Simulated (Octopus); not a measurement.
**AlN under changes of volume**

One of the cells (10.451 Å³/atom); the others are scaled copies at fixed shape and fractional positions:

```
Al N
1.0
     3.11300    0.00000    0.00000
    -1.55650    2.69594    0.00000
     0.00000    0.00000    4.98100
Al N
2 2
Direct
  0.66667 0.33333 0.50000
  0.33333 0.66667 0.00000
  0.66667 0.33333 0.88000
  0.33333 0.66667 0.38000
```

| Item | Value |
| --- | --- |
| Program | Octopus 16.4 |
| Functional | PBEsol |
| Potentials or basis | pseudodojo_pbesol (PseudoDojo 0.4, PBEsol) |
| Grid spacing | 0.120 × 0.120 × 0.121 Å |
| k mesh | 10 × 10 × 6 |
| Occupations | fermi-dirac, width 0.05 eV |
| Spin | no spin polarisation |

| volume (Å³/atom) | energy over the lowest point (meV/atom) | gap on the mesh (eV) | largest force (eV/Å) |
| --- | --- | --- | --- |
| 9.824 | ? | ? | ? |
| 10.033 | 9.97 | 4.50 | 0.164 |
| 10.242 | 2.00 | 4.31 | 0.148 |
| 10.451 | 0.00 | 4.14 | 0.132 |
| 10.660 | 3.31 | 3.96 | 0.117 |
| 10.869 | 11.41 | 3.80 | 0.103 |

Problem. What does the run at 9.824 Å³/atom give?

Solution. Energy over the lowest point 21.74 meV/atom; gap on the mesh 4.69 eV; largest force 0.182 eV/Å.

Worked out: A Birch-Murnaghan fit of order 3 (a polynomial in V^(-2/3)) to the other rows has its minimum at 10.42 Å³/atom with B0 = V·E''(V) = 207 GPa and B' = 4.5 at fixed shape and positions, which overstates the stiffness. It gives 24.59 meV/atom at 9.824 Å³/atom, against the run's 21.74. A straight line through the other rows of the gap, of slope -8.75 eV per unit of ln V (its deformation potential), extrapolates to 4.68 eV, against the run's 4.69.

Energies are extrapolated to zero smearing.

A mesh can miss the band edges.
